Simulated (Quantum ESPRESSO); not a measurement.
# HfN in Quantum ESPRESSO: convergence with k mesh

Crystal: HfN.

```
CELL_PARAMETERS angstrom
3.43321 0.00000 0.00000
-1.71660 2.97324 0.00000
0.00000 0.00000 3.96982
ATOMIC_POSITIONS crystal
Hf 0.02179 0.02732 0.50014
N 0.99699 0.98238 0.99940
```

The cell was built by a generator and needn't be a form met in nature.

The cell isn't the ideal one: atoms moved at random, drawn with an rms of 0.1 Å.

- Program: Quantum ESPRESSO 7.5
- Task: single point
- Functional: PBE
- Potentials or basis: JTH 2.0 PBE
- Cutoff: 680 eV
- Density cutoff: 4082 eV
- k mesh: 1 × 1 × 1
- Occupations: gaussian, width 0.05 eV
- Spin: no spin polarisation

These are the settings of the first run; the series varies k mesh, with any setting tied to it.

Hardware: 1 thread of Arm Neoverse V2 (shared host).

| k mesh | energy less the tightest run, at zero smearing (meV/atom) | pressure (GPa) | largest force (eV/Å) | SCF cycles | CPU time (s) | peak memory (GiB) |
| --- | --- | --- | --- | --- | --- | --- |
| 1 × 1 × 1 | 2747.93 | 38.67 | 8.626 | 24 | 9.4 | 0.12 |
| 3 × 3 × 2 | 83.12 | 0.66 | 2.309 | 14 | 9.3 | 0.13 |
| 4 × 4 × 3 | 35.47 | 0.81 | 1.345 | 15 | 16 | 0.13 |
| 5 × 5 × 4 | 10.50 | -0.30 | 0.472 | 14 | 23 | 0.14 |
| 7 × 7 × 5 | 2.41 | -1.03 | 0.290 | 17 | 58 | 0.17 |
| 8 × 8 × 6 | 3.55 | -0.45 | 0.602 | 20 | 110 | 0.2 |
| 9 × 9 × 7 | 8.20 | 0.14 | 0.992 | 14 | 110 | 0.23 |
| 11 × 11 × 8 | 4.35 | 0.02 | 1.148 | 15 | 180 | 0.31 |
| 13 × 13 × 10 | 0.00 | -0.09 | 1.019 | 13 | 280 | 0.44 |

Not settled before the last step: the energy (to 1 meV/atom), the pressure (to 0.1 GPa), the largest force (to 0.005 eV/Å). Meshes of other sizes hit other points, so gaps and Fermi surfaces needn't settle smoothly. The tightest run that finished is the yardstick and may itself not be fully converged.

The run has no spin-orbit coupling, so splittings on Hf are missing.
